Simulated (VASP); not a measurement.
# MgS (F-43m) in VASP: further runs

Runs on MgS. Level: LDA. Tasks: single point.

Everything below comes from runs of VASP 6.6.1. Logs are shortened: lines on timing, memory, paths and dates and some standing lists are left out, and cuts for length are marked.

## Step 1: The structure

It takes space group F-43m (No. 216, cubic). The conventional cell has a = 5.666 Å, b = 5.666 Å, c = 5.666 Å, α = 90.00°, β = 90.00°, γ = 90.00°. S (site symmetry -43m) has 4 Mg at 2.45 Å as nearest neighbours. Mg (site symmetry -43m) is surrounded by 4 S at 2.45 Å.

The cell comes from a database or a generator and needn't be the stable form of this composition.

## Step 2: Single point, LDA

The input, INCAR:

```
  ADDGRID = False
  ALGO = Normal
  EDIFF = 1E-6
  ENCUT = 400
  GGA = CA
  ISIF = 2
  ISMEAR = 0
  LASPH = True
  LCHARG = False
  LREAL = False
  LWAVE = False
  NELM = 100
  PREC = Accurate
  SIGMA = 0.05
```

The input, KPOINTS:

```
k-points
0
Gamma
  2 2 2
```

The input, POSCAR:

```
MgS
1.0
    0.0000000000      2.8331200468      2.8331200468
    2.8331200468      0.0000000000      2.8331200468
    2.8331200468      2.8331200468      0.0000000000
S Mg
1 1
Direct
    0.2500000000      0.2500000000      0.2500000000
    0.0000000000      0.0000000000      0.0000000000
```

Potentials or basis: VASP PAW LDA potentials, release 64 (S, Mg).

Run with:

```bash
$ cat potpaw_LDA.64/S/POTCAR potpaw_LDA.64/Mg/POTCAR > POTCAR
$ mpirun -np 1 vasp_std > vasp.out
```

OUTCAR:

```text
EDIFF = 1E-6
   ENCUT = 400
   GGA = CA
   ISIF = 2
   ISMEAR = 0
   LASPH = True
   LREAL = False
   NELM = 100
   PREC = Accurate

 Found      3 irreducible k-points:

 Following reciprocal coordinates:
            Coordinates               Weight
  0.000000  0.000000  0.000000      1.000000
  0.500000  0.000000  0.000000      4.000000
  0.500000  0.500000  0.000000      3.000000
   k-points           NKPTS =      3   k-points in BZ     NKDIM =      3   number of bands    NBANDS=      8
   number of dos      NEDOS =    301   number of ions     NIONS =      2
   total plane-waves  NPLWV =  21952
   dimension x,y,z NGX =    28 NGY =   28 NGZ =   28
   dimension x,y,z NGXF=    56 NGYF=   56 NGZF=   56
   ions per type =               1   1
   NGX,Y,Z   is equivalent  to a cutoff of  11.62, 11.62, 11.62 a.u.
   NGXF,Y,Z  is equivalent  to a cutoff of  23.24, 23.24, 23.24 a.u.
 SYSTEM =  unknown system
   PREC   = accura    normal or accurate (medium, high low for compatibility)
   ISTART =      0    job   : 0-new  1-cont  2-samecut
   ICHARG =      2    charge: 1-file 2-atom 10-const
   ISPIN  =      1    spin polarized calculation?
   LNONCOLLINEAR =      F non collinear calculations
   LSORBIT =      F    spin-orbit coupling
   LASPH  =      T    aspherical Exc in radial PAW
   ENCUT  =  400.0 eV  29.40 Ry    5.42 a.u.   6.53  6.53  6.53*2*pi/ulx,y,z
   NELM   =    100;   NELMIN=  2; NELMDL= -5     # of ELM steps
   EDIFF  = 0.1E-05   stopping-criterion for ELM
   LREAL  =      F    real-space projection
   EDIFFG = 0.1E-04   stopping-criterion for IOM
   NSW    =      0    number of steps for IOM
   IBRION =     -1    ionic relax: 0-MD 1-quasi-New 2-CG
   NFREE  =      0    steps in history (QN), initial steepest desc. (CG)
   ISIF   =      2    stress and relaxation
   ISYM   =      2    0-nonsym 1-usesym 2-fastsym
   POTIM  = 0.5000    time-step for ionic-motion
   TEBEG  =    0.0;   TEEND  =   0.0 temperature during run
   PSTRESS=    0.0 pullay stress
   NELECT =       8.0000    total number of electrons
   NUPDOWN=      -1.0000    fix difference up-down
   EMIN   =  10.00;   EMAX   =-10.00  energy-range for DOS
   EFERMI =   0.00;   METHOD = LEGACY
   ISMEAR =     0;   SIGMA  =   0.05  broadening in eV -4-tet -1-fermi 0-gaus
   EFERMI_NEDOS =   21; number of points for ismear=-14 and -15
   IALGO  =     38    algorithm
   IMIX   =      4    mixing-type and parameters
     AMIX     =   0.40;   BMIX     =  1.00
     AMIX_MAG =   1.60;   BMIX_MAG =  1.00
  volume/ion in A,a.u.               =      22.74       153.46
  Fermi-wavevector in a.u.,A,eV,Ry     =   0.917269  1.733386 11.447692  0.841382
  Thomas-Fermi vector in A             =   2.042218
   LORBIT       =      0    0 simple, 1 ext, 2 COOP (PROOUT), +10 PAW based schemes
   GGA     = CA    functional components
   LHFCALC =     F    Hartree Fock is set to
   AEXX    =    0.0000 exact exchange contribution
   IVDW    =     0    specifies the selected vdW correction
   LEPSILON=     F    determine dielectric tensor
   LRPA    =     F    only Hartree local field effects (RPA)
 non-spin polarized calculation
 Gauss-broadening in eV      SIGMA  =   0.05
  energy-cutoff  :      400.00
  volume of cell :       45.48
 maximum number of plane-waves:       869
 NGX is ok and might be reduce to    28
   NGX = 13   NGY = 13   NGZ = 13

 number of electron       8.0000001 magnetization

 Free energy of the ion-electron system (eV)
  ---------------------------------------------------
  ext. energy  EPLUGINS =         0.00000000
  ---------------------------------------------------
  free energy    TOTEN  =        -8.59692488 eV

  energy without entropy =       -8.59692488  energy(sigma->0) =       -8.59692488

 E-fermi :   1.4765     XC(G=0):  -8.6748

 val. band max:        1.1815428120   @ k =   0.0000   0.0000   0.0000
 cond. band min:       4.1879091089   @ k =   0.0000   0.0000   0.0000
 fundamental gap:      3.0063662969
 Fermi energy:         1.4764718905

 k-point     1 :       0.0000    0.0000    0.0000
  band No.  band energies     occupation
      1     -10.0393      2.00000
      2       1.1815      2.00000
      3       1.1815      2.00000
      4       1.1815      2.00000
      5       4.1879      0.00000
      6       8.7246      0.00000
      7       8.7246      0.00000
      8       8.7246      0.00000

 k-point     2 :       0.5000    0.0000    0.0000
  band No.  band energies     occupation
      1      -9.3067      2.00000
      2      -2.1475      2.00000
      3       0.8343      2.00000
      4       0.8343      2.00000
      5       5.8323      0.00000
      6       8.4102      0.00000
      7       8.4102      0.00000
      8       9.3926      0.00000

 k-point     3 :       0.5000    0.5000    0.0000
  band No.  band energies     occupation
      1      -9.0700      2.00000
      2      -1.8061      2.00000
      3       0.0793      2.00000
      4       0.0793      2.00000
      5       4.5890      0.00000
      6       6.3826      0.00000
      7      11.9612      0.00000
      8      12.9817      0.00000

------------------------ aborting loop because EDIFF is reached ----------------------------------------

  FORCE on cell =-STRESS in cart. coord.  units (eV):
  Direction    XX          YY          ZZ          XY          YZ          ZX
  --------------------------------------------------------------------------------------
  -------------------------------------------------------------------------------------
  Total        0.2002367      0.2002367      0.2002367      0.0000000     -0.0000000      0.0000000
  in kB        7.0538990      7.0538990      7.0538990      0.0000000     -0.0000000      0.0000000
  external PRESSURE =       7.0538990 kB  Pullay stress =       0.0000000 kB

 VOLUME and BASIS-vectors are now :
 -----------------------------------------------------------------------------
  energy-cutoff  :      400.00
  volume of cell :       45.48
      direct lattice vectors                 reciprocal lattice vectors
     0.000000000  2.833120047  2.833120047    -0.176483874  0.176483874  0.176483874
     2.833120047  0.000000000  2.833120047     0.176483874 -0.176483874  0.176483874
     2.833120047  2.833120047  0.000000000     0.176483874  0.176483874 -0.176483874

 POSITION                                       TOTAL-FORCE (eV/Angst)
 -----------------------------------------------------------------------------------
      1.41656      1.41656      1.41656        -0.000000     -0.000000     -0.000000
      0.00000      0.00000      0.00000         0.000000      0.000000      0.000000
 -----------------------------------------------------------------------------------
    total drift:                               -0.000000     -0.000000     -0.000000

  FREE ENERGIE OF THE ION-ELECTRON SYSTEM (eV)
  ---------------------------------------------------
  free  energy   TOTEN  =        -8.5969248773 eV

  energy  without entropy=       -8.5969248773  energy(sigma->0) =       -8.59692488
```

Run time: 7.5 s. Hardware: 1 thread of Intel Xeon Platinum 8559C (Emerald Rapids), shared host; peak memory 0.12 GiB.

The run converged, but some of its settings lie outside the range that counts as converged, so its numbers aren't taken as properties of the crystal.

What came out:

| Property | Result |
| --- | --- |
| Free energy | -8.5969 eV |
| Pressure | 0.7 GPa |
| Band gap on the k mesh | 3.01 eV, direct |

Caveat: the k mesh is coarse (spacing up to 0.96 Å⁻¹), so the values aren't converged.

## Step 3: Single point, LDA

INCAR is that of step 2.

KPOINTS is that of step 2.

The input, POSCAR:

```
MgS
1.0
    0.0000000000      2.8331200468      2.8331200468
    2.8331200468      0.0000000000      2.8331200468
    2.8331200468      2.8331200468      0.0000000000
S Mg
1 1
Direct
    0.2346630000      0.2748010000      0.2357280000
   -0.0216520000      0.0237760000     -0.0317750000
```

Potentials or basis: VASP PAW LDA potentials, release 64 (S, Mg).

Run with:

```bash
$ cat potpaw_LDA.64/S/POTCAR potpaw_LDA.64/Mg/POTCAR > POTCAR
$ mpirun -np 1 vasp_std > vasp.out
```

It used 3.3 s of CPU time on 1 thread of Intel(R) Xeon(R) Platinum 8559C (Emerald Rapids) (shared host), which was overloaded at the time.

These settings aren't checked as converged: the numbers below hold their error.

What came out:

```yaml
Free_energy: -8.5780 eV
Pressure: 0.9 GPa
Largest_force: 0.422 eV/Å
Band_gap_on_the_k_mesh: 2.88 eV, direct
```

Caveat: the k mesh is coarse (spacing up to 0.96 Å⁻¹), so the values aren't converged.

## Step 4: Single point, LDA

Edit INCAR of step 3 so:

```diff
@@ -3,3 +3,3 @@
   EDIFF = 1E-6
-  ENCUT = 400
+  ENCUT = 450
   GGA = CA
```

KPOINTS is that of step 3.

The input, POSCAR:

```
MgS
1.0
    0.0000000000      2.8331200468      2.8331200468
    2.8331200468      0.0000000000      2.8331200468
    2.8331200468      2.8331200468      0.0000000000
S Mg
1 1
Direct
    0.2500000000      0.2500000000      0.2500000000
    0.0000000000      0.0000000000      0.0000000000
```

Potentials or basis: VASP PAW LDA potentials, release 64 (S, Mg).

Run with:

```bash
$ cat potpaw_LDA.64/S/POTCAR potpaw_LDA.64/Mg/POTCAR > POTCAR
$ mpirun -np 1 vasp_std > vasp.out
```

OUTCAR:

```text
EDIFF = 1E-6
   ENCUT = 450
   GGA = CA
   ISIF = 2
   ISMEAR = 0
   LASPH = True
   LREAL = False
   NELM = 100
   PREC = Accurate

 Found      3 irreducible k-points:

 Following reciprocal coordinates:
            Coordinates               Weight
  0.000000  0.000000  0.000000      1.000000
  0.500000  0.000000  0.000000      4.000000
  0.500000  0.500000  0.000000      3.000000
   k-points           NKPTS =      3   k-points in BZ     NKDIM =      3   number of bands    NBANDS=      8
   number of dos      NEDOS =    301   number of ions     NIONS =      2
   total plane-waves  NPLWV =  21952
   dimension x,y,z NGX =    28 NGY =   28 NGZ =   28
   dimension x,y,z NGXF=    56 NGYF=   56 NGZF=   56
   ions per type =               1   1
   NGX,Y,Z   is equivalent  to a cutoff of  11.62, 11.62, 11.62 a.u.
   NGXF,Y,Z  is equivalent  to a cutoff of  23.24, 23.24, 23.24 a.u.
 SYSTEM =  unknown system
   PREC   = accura    normal or accurate (medium, high low for compatibility)
   ISTART =      0    job   : 0-new  1-cont  2-samecut
   ICHARG =      2    charge: 1-file 2-atom 10-const
   ISPIN  =      1    spin polarized calculation?
   LNONCOLLINEAR =      F non collinear calculations
   LSORBIT =      F    spin-orbit coupling
   LASPH  =      T    aspherical Exc in radial PAW
[... 58 lines left out ...]

 k-point     1 :       0.0000    0.0000    0.0000
  band No.  band energies     occupation
      1     -10.0394      2.00000
      2       1.1814      2.00000
      3       1.1814      2.00000
      4       1.1814      2.00000
      5       4.1879      0.00000
      6       8.7245      0.00000
      7       8.7245      0.00000
      8       8.7245      0.00000
[... 12 lines left out ...]
 k-point     3 :       0.5000    0.5000    0.0000
  band No.  band energies     occupation
      1      -9.0701      2.00000
      2      -1.8062      2.00000
      3       0.0792      2.00000
      4       0.0792      2.00000
      5       4.5890      0.00000
      6       6.3825      0.00000
      7      11.9610      0.00000
      8      12.9816      0.00000

------------------------ aborting loop because EDIFF is reached ----------------------------------------

  FORCE on cell =-STRESS in cart. coord.  units (eV):
  Direction    XX          YY          ZZ          XY          YZ          ZX
  --------------------------------------------------------------------------------------
  -------------------------------------------------------------------------------------
  Total        0.1952569      0.1952569      0.1952569     -0.0000000     -0.0000000      0.0000000
  in kB        6.8784725      6.8784725      6.8784725     -0.0000000     -0.0000000      0.0000000
  external PRESSURE =       6.8784725 kB  Pullay stress =       0.0000000 kB

 VOLUME and BASIS-vectors are now :
 -----------------------------------------------------------------------------
  energy-cutoff  :      450.00
  volume of cell :       45.48
      direct lattice vectors                 reciprocal lattice vectors
     0.000000000  2.833120047  2.833120047    -0.176483874  0.176483874  0.176483874
     2.833120047  0.000000000  2.833120047     0.176483874 -0.176483874  0.176483874
     2.833120047  2.833120047  0.000000000     0.176483874  0.176483874 -0.176483874

 POSITION                                       TOTAL-FORCE (eV/Angst)
 -----------------------------------------------------------------------------------
      1.41656      1.41656      1.41656         0.000000      0.000000      0.000000
      0.00000      0.00000      0.00000        -0.000000     -0.000000     -0.000000
 -----------------------------------------------------------------------------------
    total drift:                               -0.000000     -0.000000     -0.000000

  FREE ENERGIE OF THE ION-ELECTRON SYSTEM (eV)
  ---------------------------------------------------
  free  energy   TOTEN  =        -8.5968298293 eV

  energy  without entropy=       -8.5968298293  energy(sigma->0) =       -8.59682983
```

Run time: 7.8 s. Hardware: 1 thread of Intel Xeon Platinum 8559C (Emerald Rapids), shared host; peak memory 0.13 GiB.

These settings aren't checked as converged: the numbers below hold their error.

What came out:

- Free energy: -8.5968 eV
- Pressure: 0.7 GPa
- Band gap on the k mesh: 3.01 eV, direct

Caveat: the k mesh is coarse (spacing up to 0.96 Å⁻¹), so the values aren't converged.

(Continued in part 2 of 2.)
